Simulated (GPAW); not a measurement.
Runs of GPAW 26.7.0 on PtS2. It takes space group P-3m1 (No. 164, trigonal). Conventional cell: a = 3.543 Å, b = 3.543 Å, c = 5.039 Å, α = 90.00°, β = 90.00°, γ = 120.00°. Around Pt (site symmetry -3m) lie 6 S at 2.34 Å. S (site symmetry 3m) is surrounded by 3 Pt at 2.34 Å. 

| task | level | potentials or basis | U | cell | k mesh | cutoff (eV) | smearing | maxiter | band path | band points | optimizer | fmax | mesh quality | gap on the mesh (eV) | pressure (GPa) | relaxed volume (Å³/atom) | largest force (eV/Å) |
| --- | --- | --- | --- | --- | --- | --- | --- | --- | --- | --- | --- | --- | --- | --- | --- | --- | --- |
| band structure | r2SCAN | GPAW PAW data sets (gpaw-data 1.2.1), pw | - | as given | 7 × 7 × 4 | 600 | fermi-dirac 0.05 eV | 150 | GMKGALHA,LM,KH | 60 | - | - | not flagged | 0.98 | 9.2 | - | 1.22 |
| relaxation of cell and atoms | PBEsol+D3(BJ)+ATM | PAW data sets generated in the run's folder for this functional, pw | - | relaxed | 6 × 6 × 4 | 600 | fermi-dirac 0.05 eV | 150 | - | - | BFGS | 0.02 eV/Å | not flagged | none | 0.0 | 16.30 | - |
| relaxation of cell and atoms | RPBE+D3(BJ) | the program's PAW data sets (release 1.2.1) made for this functional, pw | - | relaxed | 6 × 6 × 4 | 600 | fermi-dirac 0.05 eV | 150 | - | - | BFGS | 0.05 eV/Å | not flagged | none | 0.0 | 14.11 | 0.03 |
| relaxation of cell and atoms | PBEsol | PAW data sets generated in the run's folder for this functional, pw | - | relaxed | 6 × 6 × 4 | 600 | fermi-dirac 0.05 eV | 150 | - | - | BFGS | 0.02 eV/Å | not flagged | 0.26 | 0.0 | 17.66 | 0.01 |
| relaxation of cell and atoms | PBEsol+D3(BJ) | PAW data sets generated in the run's folder for this functional, pw | - | relaxed | 6 × 6 × 4 | 600 | fermi-dirac 0.05 eV | 150 | - | - | BFGS | 0.02 eV/Å | not flagged | none | 0.0 | 16.14 | - |
| relaxation of cell and atoms | PBE+D3 | GPAW PAW data sets (gpaw-data 1.2.1), pw | - | relaxed | 6 × 6 × 4 | 600 | fermi-dirac 0.05 eV | 150 | - | - | FIRE | 0.02 eV/Å | not flagged | none | 0.0 | 17.29 | - |
| band structure | PBEsol | PAW data sets generated in the run's folder for this functional, pw | - | as given | 9 × 9 × 5 | 600 | fermi-dirac 0.05 eV | 150 | GMKGALHA,LM,KH | 100 | - | - | not flagged | 0.93 | 6.4 | - | (a) |
| single point | LDA | the program's PAW data sets (release 1.2.1) made for this functional, pw | - | as given | 7 × 7 × 4 | 450 | fermi-dirac 0.05 eV | 120 | - | - | - | - | not flagged | 0.70 | 2.8 | - | 0.76 |
| relaxation of cell and atoms | PBEsol+D4 | PAW data sets generated in the run's folder for this functional, pw | - | relaxed | 6 × 6 × 4 | 600 | fermi-dirac 0.05 eV | 150 | - | - | BFGS | 0.02 eV/Å | not flagged | none | 0.0 | (b) | 0.01 |

Alike in all rows: no spin polarisation.

Task: Estimate the missing entries.

Result: (a) 0.97; (b) 16.51.

Caveats: later steps reuse the first step's grids (some runs); pairwise dispersion overbinds metals, which lowers pressure and volume (some runs); spin-orbit coupling is left out, which moves the levels of the heavy elements (some runs); the PAW data sets were made with another functional, which shifts forces and pressure a little (some runs); the volume moved by over 15 % at a fixed basis, so the end points are rough (some runs); the volume moved by -23 % from the deposited cell, more than functionals usually miss (some runs); the cutoff is short for stress and forces, so pressures can be off by a GPa or more (some runs).

A k mesh can miss the band edges, and the runs leave out spin-orbit coupling on Pt.

A gap of «none» marks a metal or a gap under the smearing width.

Not every run made on this cell is shown here.
